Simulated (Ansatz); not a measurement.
**How far to go with the SCF threshold: GeTe (R3m, 2 atoms in the cell)**

```xyz
2
Lattice="2.1008 1.2129 3.6901 -2.1008 1.2129 3.6901 0.0000 -2.4258 3.6901" Properties=species:S:1:pos:R:3 pbc="T T T"
Ge     0.0000     0.0000    11.0342
Te     0.0000     0.0000     5.8537
```

Method: PBE, PAW files (plane waves; Ansatz, a first-principles code).

Base settings: basis.ecutwfc = 30.9 Ry; kpoints.mp_grid.grid = 7 7 7; hamiltonian.xc = pbe; hamiltonian.pseudopotentials = {kind: paw} (the program's default PAW files); scf.occupations.method = fixed.

The mesh stays at the base's, so the ladder's end is converged at best in this setting alone.

Only quantities that move along the ladder and can be compared are tabulated.

The count of work is k-points × plane waves × bands × iterations; it is no time. 

The starting cell comes from a database of computed structures (which also holds hypothetical and non-ambient phases and stackings), without a prior relaxation at this level. Its lattice was rescaled by up to half a per cent. One atom was moved a little off its site on purpose. Ansatz's pressure includes its estimate of the finite-basis (Pulay) stress.

| scf.convergence.dr2_threshold | free energy less the last step's (meV/atom) | pressure (GPa) | largest difference of a force vector from the last step's (eV/Å) | count of work / last |
|---|---|---|---|---|
| 0.1 eV | 0.42 | 0.15 | 0.013 | 0.18 |
| 0.01 eV | 1.47 | -0.09 | 0.026 | 0.27 |
| 0.001 eV | 0.00 | 0.04 | 0.000 | 0.45 |
| 0.0001 eV | 0.00 | 0.04 | 0.000 | 0.45 |
| 1e-05 eV | 0.00 | 0.04 | 0.000 | 0.45 |
| 1e-06 eV | 0.00 | 0.04 | 0.000 | 0.55 |
| 1e-07 eV | 0.00 | 0.04 | 0.000 | 0.64 |
| 1e-08 eV | 0.00 | 0.04 | 0.000 | 0.73 |
| 1e-10 eV | 0.00 | 0.04 | 0.000 | 0.82 |
| 1e-12 eV | 0.00 | 0.04 | 0.000 | 1.0 |

Coarsest scf.convergence.dr2_threshold that holds the forces within 0.005 eV/Å of the last step, with all finer ones: 0.001 eV; the step before is off by 0.026 eV/Å.

Coarsest scf.convergence.dr2_threshold that holds the free energy within 0.5 meV/atom of the last step, with all finer ones: 0.001 eV; the step before is off by 1.5 meV/atom.

Coarsest scf.convergence.dr2_threshold that holds the pressure within 0.05 GPa of the last step, with all finer ones: 0.001 eV; the step before is off by 0.13 GPa.

Keys are those of Ansatz 0.2.
